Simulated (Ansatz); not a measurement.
# Preparing GaN (P6_3mc) as a host crystal, part 3 of 3

Aim: the runs on the perfect crystal GaN (P6_3mc) that a defect calculation needs first.

Ansatz 0.2.0; plane-wave PAW DFT, r2SCAN; relaxation of the host's cell and atoms; PAW set soft_1 (the session's first sound run).

So far. Step 3 (Dielectric tensors of the host): The principal values of the electronic dielectric tensor are 5.83, 5.83 and 6.02. The principal values of the static dielectric tensor are 10.10, 10.10 and 11.19.

## (8) Defect free supercell at the quarter point

Level of this step: plane-wave PAW DFT, r2SCAN; single point of the defect-free host, a test of the k-point sampling; PAW set soft_1 (Ansatz).

The supercell is run at one point off the zone centre, to see how far that sampling misses the dense mesh.

File pristine.sampling_quarter/input.yaml:

```yaml
crystal:
  lattice:
    - [9.5498178172, 0.0, 0.0]
    - [-4.7749089086, 8.2703848312, 0.0]
    - [0.0, 0.0, 10.3676634614]
  atoms:
    - { symbol: Ga, position: [0.2222222222, 0.1111111111, 0.2495531182] }
    - { symbol: Ga, position: [0.1111111111, 0.2222222222, 0.4995531182] }
    - { symbol: "N", position: [0.2222222222, 0.1111111111, 0.4379468818] }
    - { symbol: "N", position: [0.1111111111, 0.2222222222, 0.1879468818] }
    - { symbol: Ga, position: [0.2222222222, 0.1111111111, 0.7495531182] }
    - { symbol: Ga, position: [0.1111111111, 0.2222222222, 0.9995531182] }
    - { symbol: "N", position: [0.2222222222, 0.1111111111, 0.9379468818] }
    - { symbol: "N", position: [0.1111111111, 0.2222222222, 0.6879468818] }
    - { symbol: Ga, position: [0.2222222222, 0.4444444444, 0.2495531182] }
    - { symbol: Ga, position: [0.1111111111, 0.5555555556, 0.4995531182] }
    - { symbol: "N", position: [0.2222222222, 0.4444444444, 0.4379468818] }
    - { symbol: "N", position: [0.1111111111, 0.5555555556, 0.1879468818] }
    - { symbol: Ga, position: [0.2222222222, 0.4444444444, 0.7495531182] }
    - { symbol: Ga, position: [0.1111111111, 0.5555555556, 0.9995531182] }
    - { symbol: "N", position: [0.2222222222, 0.4444444444, 0.9379468818] }
    - { symbol: "N", position: [0.1111111111, 0.5555555556, 0.6879468818] }
    - { symbol: Ga, position: [0.2222222222, 0.7777777778, 0.2495531182] }
    - { symbol: Ga, position: [0.1111111111, 0.8888888889, 0.4995531182] }
    - { symbol: "N", position: [0.2222222222, 0.7777777778, 0.4379468818] }
    - { symbol: "N", position: [0.1111111111, 0.8888888889, 0.1879468818] }
    - { symbol: Ga, position: [0.2222222222, 0.7777777778, 0.7495531182] }
    - { symbol: Ga, position: [0.1111111111, 0.8888888889, 0.9995531182] }
    - { symbol: "N", position: [0.2222222222, 0.7777777778, 0.9379468818] }
    - { symbol: "N", position: [0.1111111111, 0.8888888889, 0.6879468818] }
    - { symbol: Ga, position: [0.5555555556, 0.1111111111, 0.2495531182] }
    - { symbol: Ga, position: [0.4444444444, 0.2222222222, 0.4995531182] }
    - { symbol: "N", position: [0.5555555556, 0.1111111111, 0.4379468818] }
    - { symbol: "N", position: [0.4444444444, 0.2222222222, 0.1879468818] }
    - { symbol: Ga, position: [0.5555555556, 0.1111111111, 0.7495531182] }
    - { symbol: Ga, position: [0.4444444444, 0.2222222222, 0.9995531182] }
    - { symbol: "N", position: [0.5555555556, 0.1111111111, 0.9379468818] }
    - { symbol: "N", position: [0.4444444444, 0.2222222222, 0.6879468818] }
    - { symbol: Ga, position: [0.5555555556, 0.4444444444, 0.2495531182] }
    - { symbol: Ga, position: [0.4444444444, 0.5555555556, 0.4995531182] }
    - { symbol: "N", position: [0.5555555556, 0.4444444444, 0.4379468818] }
    - { symbol: "N", position: [0.4444444444, 0.5555555556, 0.1879468818] }
    - { symbol: Ga, position: [0.5555555556, 0.4444444444, 0.7495531182] }
    - { symbol: Ga, position: [0.4444444444, 0.5555555556, 0.9995531182] }
    - { symbol: "N", position: [0.5555555556, 0.4444444444, 0.9379468818] }
    - { symbol: "N", position: [0.4444444444, 0.5555555556, 0.6879468818] }
    - { symbol: Ga, position: [0.5555555556, 0.7777777778, 0.2495531182] }
    - { symbol: Ga, position: [0.4444444444, 0.8888888889, 0.4995531182] }
    - { symbol: "N", position: [0.5555555556, 0.7777777778, 0.4379468818] }
    - { symbol: "N", position: [0.4444444444, 0.8888888889, 0.1879468818] }
    - { symbol: Ga, position: [0.5555555556, 0.7777777778, 0.7495531182] }
    - { symbol: Ga, position: [0.4444444444, 0.8888888889, 0.9995531182] }
    - { symbol: "N", position: [0.5555555556, 0.7777777778, 0.9379468818] }
    - { symbol: "N", position: [0.4444444444, 0.8888888889, 0.6879468818] }
    - { symbol: Ga, position: [0.8888888889, 0.1111111111, 0.2495531182] }
    - { symbol: Ga, position: [0.7777777778, 0.2222222222, 0.4995531182] }
    - { symbol: "N", position: [0.8888888889, 0.1111111111, 0.4379468818] }
    - { symbol: "N", position: [0.7777777778, 0.2222222222, 0.1879468818] }
    - { symbol: Ga, position: [0.8888888889, 0.1111111111, 0.7495531182] }
    - { symbol: Ga, position: [0.7777777778, 0.2222222222, 0.9995531182] }
    - { symbol: "N", position: [0.8888888889, 0.1111111111, 0.9379468818] }
    - { symbol: "N", position: [0.7777777778, 0.2222222222, 0.6879468818] }
    - { symbol: Ga, position: [0.8888888889, 0.4444444444, 0.2495531182] }
    - { symbol: Ga, position: [0.7777777778, 0.5555555556, 0.4995531182] }
    - { symbol: "N", position: [0.8888888889, 0.4444444444, 0.4379468818] }
    - { symbol: "N", position: [0.7777777778, 0.5555555556, 0.1879468818] }
    - { symbol: Ga, position: [0.8888888889, 0.4444444444, 0.7495531182] }
    - { symbol: Ga, position: [0.7777777778, 0.5555555556, 0.9995531182] }
    - { symbol: "N", position: [0.8888888889, 0.4444444444, 0.9379468818] }
    - { symbol: "N", position: [0.7777777778, 0.5555555556, 0.6879468818] }
    - { symbol: Ga, position: [0.8888888889, 0.7777777778, 0.2495531182] }
    - { symbol: Ga, position: [0.7777777778, 0.8888888889, 0.4995531182] }
    - { symbol: "N", position: [0.8888888889, 0.7777777778, 0.4379468818] }
    - { symbol: "N", position: [0.7777777778, 0.8888888889, 0.1879468818] }
    - { symbol: Ga, position: [0.8888888889, 0.7777777778, 0.7495531182] }
    - { symbol: Ga, position: [0.7777777778, 0.8888888889, 0.9995531182] }
    - { symbol: "N", position: [0.8888888889, 0.7777777778, 0.9379468818] }
    - { symbol: "N", position: [0.7777777778, 0.8888888889, 0.6879468818] }
basis:
  ecutwfc: 500
  xc_grid: 2
hamiltonian:
  xc: r2scan
  pseudopotentials: { kind: paw, azcp: { folder: soft_1 } }
kpoints:
  mp_grid: { grid: [1, 1, 1], shift: [0.25, 0.25, 0.25] }
scf:
  occupations: { method: fermi_dirac, width: 0.01 }
  max_iter: 100
  lower_state_search: "off"
checkpoint:
  write: "../pristine.sampling_quarter.run"
  compress: false
  write_wavefunctions: false
  write_every: 100000
```

Launch:

```console
> ansatz run input.yaml --threads 32 --pin off --max-ram 84787MiB --backend cuda --events-out ev --progress --plain --runs-dir out --max-vram 78GiB
```

Numbers of over 12 decimals in the logs are rounded to 6 here.

Log:

```text
[...]
GPU FFT provider: cuFFT
GPU libraries: cuBLAS 13.8.1, cuFFT 12.4.0, cuSOLVER 12.3.2
[...]
Crystal: 72 atoms, lattice volume = 818.845 Å³
Basis set: ecut = 500 eV, 20899 PW (Γ), exchange–correlation on 144×144×160 points (8 copies of the dense FFT grid, shifted against one another)
Bands: 396, of which v1, the nominal top of the filled ones, is band 324 counted from 1 (323 counted from 0)
Symmetry: 36 space group operations
k-points: 1
[...]
GPU buffer pool allocated for 414720 grid points (all kernels)
[...]
SCF iter   1: F=-150320.435810 eV  HF=-150368.505536 eV  |Δ(HF+E_count)|=         —  Δρ=1.15e-1  dr2=8.74e1  dr2_τ=1.02e1  Hψ=1353
[...]
SCF iter  10: F=-150351.680114 eV  HF=-150351.680114 eV  |Δ(HF+E_count)|=   5.05e-8  Δρ=7.37e-7  dr2=3.99e-9  dr2_τ=8.35e-11  Hψ=703
SCF 1 converged in 10 iterations: F = -150351.680114 eV  dr2 = 3.99e-9
[...]
SCF converged after 10 iterations
Free energy (F): -150351.680114 eV
[...]
Internal energy: -150351.680114 eV  (E = F + TS)
E sigma→0 (E₀):  -150351.680114 eV
Fermi energy:    11.224392 eV
[...]
```

Run time: 1.4 s. Hardware: 1 × NVIDIA GB200 with 32 threads of Arm Neoverse V2, shared host; peak memory 1.4 GiB.

## (9) Summary of results

```json
{
 "primitive cell vectors, lengths": "3.183, 3.183, 5.184 Å",
 "electronic dielectric constant": "principal values (5.83, 5.83, 6.02)",
 "static dielectric constant": "principal values (10.10, 10.10, 11.19)",
 "gap on the k-mesh of the response run (PBEsol)": "1.88 eV",
 "supercell relaxed in its symmetry less the displaced and relaxed one": "0.000 eV",
 "energy an atom at the zone centre alone less that on the dense mesh": "0.072 eV",
 "energy an atom at one point at (¼, ¼, ¼) less that on the dense mesh": "-0.023 eV"
}
```

Step 5: The energy fell by 2.455 eV from the randomly displaced start; the atoms end within 0.005 Å of the sites as typed, once the mean shift is taken out. The displaced cell ends within 0.01 eV of the symmetric one relaxed in its symmetry, so no lower structure shows in this supercell. The k-mesh can miss the band edges, so this gap is an upper bound at this level. All at zero temperature.

[Logs are printed without paths, hosts, clocks, repeated set-up lines and the standing remarks that a program may print on its own settings, such as how far it seeks lower states.]

[Hosts, paths, dates, database ids (printed as entryN), source tags and the programs' standing remarks are cut or masked in the printed files.]

[Runs of the host that timed out are not shown.]

[For some hosts the program warned that the k-mesh of the response run may be too coarse for force constants and the static dielectric constant; such warnings are not always shown.]

[The program warned that the k-mesh of a response run behind this text may be too coarse: force constants, and the static dielectric constant and all else formed from them, are not shown converged.]
